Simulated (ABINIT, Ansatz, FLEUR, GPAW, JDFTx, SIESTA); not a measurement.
## Si2Mo: programs and potentials compared

```
Mo Si
1.0
    -1.60000    1.60000    3.93050
     1.60000   -1.60000    3.93050
     1.60000    1.60000   -3.93050
Mo Si
1 2
Direct
  0.01766 0.00186 0.00664
  0.67784 0.69432 0.02500
  0.33200 0.34581 0.01150
```

Atoms were shifted at random by some hundredths of an Å from the given cell, which wasn't relaxed again for these runs.

Alike in all runs: task single point; functional PBEsol; k mesh 12 × 12 × 12; occupations fermi-dirac, width 0.05 eV; no spin polarisation; no spin-orbit coupling. Pressure is positive in compression and, in plane waves, holds the error of the finite cutoff, which Ansatz's Pulay term estimates and takes out.

```
                                                                                      program and potentials  plane-wave cutoff (eV)                                                                                   notes  band gap (eV)  pressure (GPa)  largest force (eV/Å)  energy over the undisturbed cell (meV/atom)
                                                                                          Ansatz, Ansatz PAW                     420  potentials made for PBE, which Ansatz adapts in part; Pulay term of +0.03 GPa included         no gap           -2.47                 0.955                                        19.82
                                                           GPAW, PAW data sets generated for this functional                     600                                                                                       -         no gap           -1.86                 0.948                                            -
                                                              Ansatz, all-electron LAPW, scalar-relativistic                       -                                                                                       -         no gap           -2.44                 0.954                                            -
                                                             ABINIT, PseudoDojo NC SR PBEsol v0.4.1 standard                    1088                                                                                       -         no gap           -2.44                 0.954                                            -
                                              JDFTx, PseudoDojo-SR-PBEsol-0.4.1-standard with smoothed tails                    1088                                                                                       -         no gap           -2.44                 0.954                                            -
                                                                                  FLEUR, all-electron, FLAPW                       -                                                                                       -         no gap               -                 0.953                                            -
SIESTA, files PseudoDojo sr-pbesol-0.4.1-standard, DZP (energy shift 0.003 Ry; two zetas on semicore shells)                       -                                                                            atomic basis         no gap           -1.01                 0.941                                        19.59
```

Force on atom 3 (Si), eV/Å:

| program and potentials | x | y | z |
| --- | --- | --- | --- |
| Ansatz, Ansatz PAW | -0.125 | 0.225 | 0.919 |
| GPAW, PAW data sets generated for this functional | -0.127 | 0.227 | 0.911 |
| Ansatz, all-electron LAPW, scalar-relativistic | -0.124 | 0.225 | 0.919 |
| ABINIT, PseudoDojo NC SR PBEsol v0.4.1 standard | -0.127 | 0.227 | 0.918 |
| JDFTx, PseudoDojo-SR-PBEsol-0.4.1-standard with smoothed tails | -0.127 | 0.227 | 0.918 |
| FLEUR, all-electron, FLAPW | -0.125 | 0.225 | 0.918 |
| SIESTA, files PseudoDojo sr-pbesol-0.4.1-standard, DZP (energy shift 0.003 Ry; two zetas on semicore shells) | -0.124 | 0.233 | 0.904 |

None finds a gap. The pressure spans -2.47 (Ansatz, Ansatz PAW) to -1.01 GPa (SIESTA, files PseudoDojo sr-pbesol-0.4.1-standard, DZP (energy shift 0.003 Ry; two zetas on semicore shells)), with all-electron results at -2.44. Rows in atomic bases carry the error of their basis and grid, which can be large.

The functional is the same throughout but for its coding, so the spread measures potentials, basis and numerics; runs on potential files found faulty are left out.

All runs make MoSi2 a metal, as it is known to be: Mo 4d states hybridise with Si 3p states, leaving a pseudogap rather than a true gap around the Fermi level. The force on atom 3 points mainly along the long axis because the displacements shorten its Mo–Si contact on one side and stretch its Si–Si contact on the other, so repulsion and bonding pull act in the same direction. The programs agree closely on this restoring force, and the two available distortion energies, 19.82 and 19.59 meV/atom, are also close.

Pressure separates the runs more clearly. Its negative sign everywhere means that the cell, with the atoms held at these positions, would tend to contract. GPAW at -1.86 GPa and SIESTA at -1.01 GPa stand apart from the all-electron -2.44 GPa, probably because volume derivatives expose basis and data-set errors that largely cancel in the forces. A single distorted geometry doesn't establish the stability of this structure against the hexagonal polymorph.
